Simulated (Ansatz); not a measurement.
Crystal: HgSe.

```
Hg Se
1.0
     0.00000    3.03900    3.03900
     3.03900    0.00000    3.03900
     3.03900    3.03900    0.00000
Hg Se
1 1
Direct
  0.00000 0.00000 0.00000
  0.75000 0.75000 0.75000
```

* Program: Ansatz 0.2.0
* Task: relaxation of cell and atoms
* Functional: RPBE
* Dispersion: D4
* Potentials or basis: all-electron LAPW, scalar-relativistic
* Basis error allowed: 0.001 eV/atom
* k mesh: 8 × 8 × 8
* Occupations: fermi-dirac, width 0.05 eV
* Spin: no spin polarisation

At the start: volume 28.07 Å³/atom.

Q: Where does the relaxation end?

A: Over 5 steps the energy falls by 9.9 meV/atom and the volume is 29.42 Å³/atom (+4.8 %); space group F-43m (No. 216, to 0.05 Å).

Step by step:
| step | energy change (eV) | largest force (eV/Å) | volume (Å³) |
| --- | --- | --- | --- |
| 1 | 0.0000 | 0.0000 | 56.13 |
| 2 | -0.0186 | 0.0000 | 59.53 |
| 3 | -0.0197 | 0.0000 | 58.90 |
| 4 | -0.0197 | 0.0000 | 58.83 |
| 5 | -0.0197 | 0.0000 | 58.83 |

Final structure:
```xyz
2
Lattice="0.0000 3.0869 3.0869 3.0869 0.0000 3.0869 3.0869 3.0869 0.0000" Properties=species:S:1:pos:R:3 pbc="T T T"
Hg    0.0000    0.0000    0.0000
Se    4.6304    4.6304    4.6304
```
